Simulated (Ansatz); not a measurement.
Squeezing Ba (fcc type)

```
Ba
1.0
     0.00000    3.17923    3.17923
     3.17923    0.00000    3.17923
     3.17923    3.17923    0.00000
Ba
1
Direct
  0.00000 0.00000 0.00000
```

The cell comes from a relaxation on PAW files under the same functional, begun from a prototype that needn't be the stable phase.

Its volume is scaled at fixed shape and fractional positions.

All numbers are PBE results (scalar-relativistic) from Ansatz 0.2.0, with a Γ-centred 10×10×10 k mesh, Fermi–Dirac smearing of 0.1 eV, no spin polarisation. Methods: LAPW: all electrons, basis error target 1 meV/atom; PAW: frozen-core files, cutoff 420 eV; crystal datasets: all electrons, by PAW datasets that the program makes for each cell; norm-conserving: pseudopotentials, cutoff 770 eV; PAW (core large): files with a larger core, cutoff 420 eV.

Energies are extrapolated to zero smearing and count from the unscaled cell; pressure is positive in compression; gaps take the mesh and a band path. No temperature or zero-point motion is included.

Spin–orbit coupling is left out, which matters for the heavy atoms.

```tsv
V/V0	V (Å³/atom)	P LAPW (GPa)	ΔE LAPW (eV/atom)	P PAW − LAPW (GPa)	ΔE PAW − LAPW (meV/atom)
1.00	64.27	0.00	0.000	0.00	0.0
0.92	59.13	0.73	0.011	0.00	0.0
0.84	53.99	1.70	0.047	0.00	0.0
0.76	48.84	3.02	0.120	0.00	0.0
0.68	43.70	?	?	?	?
0.60	38.56	7.47	0.434	0.00	-0.1
0.52	33.42	11.44	0.733	-0.01	-0.2
0.45	28.92	16.87	1.121	-0.01	-0.4
```

Task: Fit the Vinet equation to the LAPW pressures shown (residuals weighted by 1/(|P| + 0.03·Pmax)), and predict the pressure of the withheld row.

Result: The fit gives V0 = 64.30 Å³/atom, B0 = 7.7 GPa and B0′ = 2.69. At 43.70 Å³/atom, x = (V/V0)^(1/3) = 0.8792, and P = 3·B0·(1 − x)/x²·exp[1.5·(B0′ − 1)·(1 − x)] = 4.90 GPa. The run itself gave 4.76 GPa (+2.9 % off) and ΔE = 0.241 eV/atom.

Task: From the table, what is the rise of the enthalpy H = E + pV up to the last row, and how stiff is the crystal between the last two rows?

Result: ΔH = 1.121 eV + (16.87 GPa × 28.92 Å³ − 0.00 GPa × 64.27 Å³) × 0.006242 eV/(GPa·Å³) = 4.17 eV/atom, of which pV makes 73 %. The mean bulk modulus there is −ΔP/Δln V = 37.5 GPa.

Task: At the smallest volume, how far do crystal datasets and norm-conserving and PAW (core large) lie from LAPW in pressure?

Result: crystal datasets: 0.00 GPa; norm-conserving: +0.02 GPa; PAW (core large): -0.01 GPa, on a LAPW pressure of 16.87 GPa.
